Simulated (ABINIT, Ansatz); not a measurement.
This is a calculation of WS2 for Ansatz 0.2.0. Measurements of this composition are mostly on another form, of space group No. 194.

File input.yaml:

```yaml
crystal:
  lattice:
    - [2.59173, 0.0, 0.0]
    - [0.0, 2.59173, 0.0]
    - [0.0, 0.0, 9.23417]
  atoms:
    - { symbol: W, position: [0.5, 0.5, 0.5] }
    - { symbol: S, position: [0.5, 0.5, 0.76566] }
    - { symbol: S, position: [0.5, 0.5, 0.23434] }
kpoints:
  mp_grid: { grid: [10, 10, 3] }
scf:
  occupations: { method: fermi_dirac, width: 0.05 }
hamiltonian:
  xc: pbe
  pseudopotentials: { kind: all_electron, lapw: { basis_error: 0.001 } }
output:
  forces: true
  stress: true
  eigenvalues: true
  populations: true
```

Potentials or basis: all-electron LAPW, scalar-relativistic.

Run with:

```console
$ ansatz run input.yaml --threads 2 --pin off --max-ram 6144MiB --backend cpu --events-out ev --progress --plain --runs-dir out
```

Q: What does the same run look like in ABINIT 10.8.3 (patched build)? Potentials or basis there: JTH PAW PBE v2.0, cutoff 544 eV.

A: As run (cutoffs and basis follow the program's own potentials, and thresholds, step limits or extra output files can differ):

File run.abi:

```
# Pseudopotentials
pp_dirpath "./"
pseudos "W.GGA_PBE-JTH.xml, S.GGA_PBE-JTH.xml"

# Structure
structure "poscar:POSCAR"
natom 3

# Plane-wave basis
ecut 544.227725 eV
pawecutdg 40.0

# k points
kptopt 1
ngkpt 10 10 3
nshiftk 1
shiftk 0.0 0.0 0.0

# Exchange and correlation
ixc 11

# Bands and occupations
nband 17
occopt 3
tsmear 0.00183747

# SCF cycle
nstep 100
tolvrs 1.0e-9

# Output
iomode 3
prtwf 0
prtden 0
prteig 0
prtebands 0
```

The input POSCAR:

```
WS2
1.0
    2.5917300000      0.0000000000      0.0000000000
    0.0000000000      2.5917300000      0.0000000000
    0.0000000000      0.0000000000      9.2341700000
W S
1 2
Direct
    0.5000000000      0.5000000000      0.5000000000  W
    0.5000000000      0.5000000000      0.7656600000  S
    0.5000000000      0.5000000000      0.2343400000  S
```

Potentials or basis: JTH PAW PBE v2.0.

Launch:

```bash
$ abinit run.abi > log 2>&1
```

Both were run:

|  | Ansatz | ABINIT |
| --- | --- | --- |
| Pressure | 0.7 GPa | 0.6 GPa |
| Largest force | 0.044 eV/Å | 0.051 eV/Å |

Where Ansatz's input types no cutoff or centring, it takes its own default and a Γ-centred mesh.

Pressure is positive in compression.
